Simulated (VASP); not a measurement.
# SiC: forms and broadenings of the independent-particle spectrum

SiC, P6_3mc (no. 186), 4 atoms in the cell. PBE, independent-particle dielectric function; PAW potentials Si, C (PBE set).

## Input

INCAR.step1:
```
SYSTEM = SiC
PREC = Accurate
ENCUT = 460
ISMEAR = 0
SIGMA = 0.02
EDIFF = 1E-8
LASPH = .TRUE.
KPAR = 4
LWAVE = .FALSE.
LCHARG = .FALSE.
LEPSILON = .TRUE.
```

INCAR.step2, as INCAR.step1 but for:
```
- LWAVE = .FALSE.
- LEPSILON = .TRUE.
+ LWAVE = .TRUE.
+ NBANDS = 56
```

INCAR.step3:
```
SYSTEM = SiC
PREC = Accurate
ENCUT = 460
ISMEAR = 0
SIGMA = 0.02
EDIFF = 1E-7
LASPH = .TRUE.
KPAR = 4
LWAVE = .FALSE.
LCHARG = .FALSE.
LOPTICS = .TRUE.
NBANDS = 56
NEDOS = 2000
CSHIFT = 0.1
ALGO = None
NELM = 1
ISTART = 1
```

INCAR.step4, as INCAR.step3 but for:
```
+ LNABLA = .TRUE.
```

INCAR.step5, as INCAR.step4 but for:
```
- LNABLA = .TRUE.
+ LPEAD = .TRUE.
+ IPEAD = 3
```

INCAR.step6, as INCAR.step5 but for:
```
- IPEAD = 3
+ IPEAD = 2
```

INCAR.step7 changes the same tag again: IPEAD = 4.

INCAR.step8, as INCAR.step7 but for:
```
- CSHIFT = 0.1
- LPEAD = .TRUE.
- IPEAD = 4
+ CSHIFT = 0.01
```

INCAR.step9, as INCAR.step8 but for:
```
- CSHIFT = 0.01
+ CSHIFT = 0.03
```

INCAR.step10 changes the same tag again: CSHIFT = 0.5.

INCAR.step11, as INCAR.step10 but for:
```
- ISMEAR = 0
- CSHIFT = 0.5
+ ISMEAR = -5
+ CSHIFT = 0.1
```

INCAR.step12, as INCAR.step11 but for:
```
- ISMEAR = -5
- SIGMA = 0.02
+ ISMEAR = 0
+ SIGMA = 0.2
```

INCAR.step13, as INCAR.step12 but for:
```
- SIGMA = 0.2
+ SIGMA = 0.02
+ OMEGAMAX = 12
```

INCAR.step14, as INCAR.step13 but for:
```
- OMEGAMAX = 12
+ OMEGAMAX = 60
```

KPOINTS:
```
k-points
0
Gamma
  8 8 6
```

POSCAR:
```
SiC
1.0
    3.0760000000      0.0000000000      0.0000000000
   -1.5380000000      2.6638941420      0.0000000000
    0.0000000000      0.0000000000      5.0480000000
Si C
2 2
Direct
    0.6666666667      0.3333333333      0.5000000000
    0.3333333333      0.6666666667      0.0000000000
    0.6666666667      0.3333333333      0.8850000000
    0.3333333333      0.6666666667      0.3850000000
```

Commands (each step's output is kept before the next begins):
```
cat potpaw_PBE.64/Si/POTCAR potpaw_PBE.64/C/POTCAR > POTCAR
cp INCAR.step1 INCAR
mpirun -np 4 vasp_std > vasp.out
rm WAVECAR CHG
cp INCAR.step2 INCAR
mpirun -np 4 vasp_std > vasp.out
cp INCAR.step3 INCAR
mpirun -np 4 vasp_std > vasp.out
cp INCAR.step4 INCAR
mpirun -np 4 vasp_std > vasp.out
cp INCAR.step5 INCAR
mpirun -np 4 vasp_std > vasp.out
cp INCAR.step6 INCAR
mpirun -np 4 vasp_std > vasp.out
cp INCAR.step7 INCAR
mpirun -np 4 vasp_std > vasp.out
cp INCAR.step8 INCAR
mpirun -np 4 vasp_std > vasp.out
cp INCAR.step9 INCAR
mpirun -np 4 vasp_std > vasp.out
cp INCAR.step10 INCAR
mpirun -np 4 vasp_std > vasp.out
cp INCAR.step11 INCAR
mpirun -np 4 vasp_std > vasp.out
cp INCAR.step12 INCAR
mpirun -np 4 vasp_std > vasp.out
cp INCAR.step13 INCAR
mpirun -np 4 vasp_std > vasp.out
cp INCAR.step14 INCAR
mpirun -np 4 vasp_std > vasp.out
```

## Result

- Direct gap on the mesh (eV): 4.08
- Gap on the mesh (eV): 2.58
- Bands: 56

One ground state, settings moved in the last step alone:

| Settings | ε at zero frequency | Mean energy of the absorption, weighted by Im ε (eV) | Time (s) |
|---|---|---|---|
| longitudinal form, CSHIFT 0.1 | 7.35 | 8.44 | 5 |
| transversal form (LNABLA) | 8.02 | 8.44 | 4 |
| finite differences (LPEAD), order 3 | 7.25 | 8.49 | 8 |
| finite differences (LPEAD), order 2 | 7.19 | 8.53 | 7 |
| finite differences (LPEAD), order 4 | 7.26 | 8.48 | 10 |
| CSHIFT 0.01 | 7.35 | 8.42 | 4 |
| CSHIFT 0.03 | 7.35 | 8.42 | 4 |
| CSHIFT 0.5 | 7.32 | 8.52 | 4 |
| tetrahedron method | 7.19 | 8.63 | 6 |
| SIGMA 0.2 | 7.35 | 8.44 | 5 |
| OMEGAMAX 12, which cuts the spectrum short | 6.92 | – | 5 |
| OMEGAMAX 60 | 7.35 | 8.44 | 5 |

The mean energy covers the spectrum up to 20 eV.

On the same mesh, density-functional perturbation theory with local fields gives ε = 7.12.

Limits: The 8×8×6 mesh is coarse for a spectrum: peaks stand apart that a denser mesh merges.

VASP 6.6.1 took 186 s on 4 cores (Intel Xeon Platinum 8259CL @ 2.50GHz (Skylake/Cascade Lake)), a shared host.
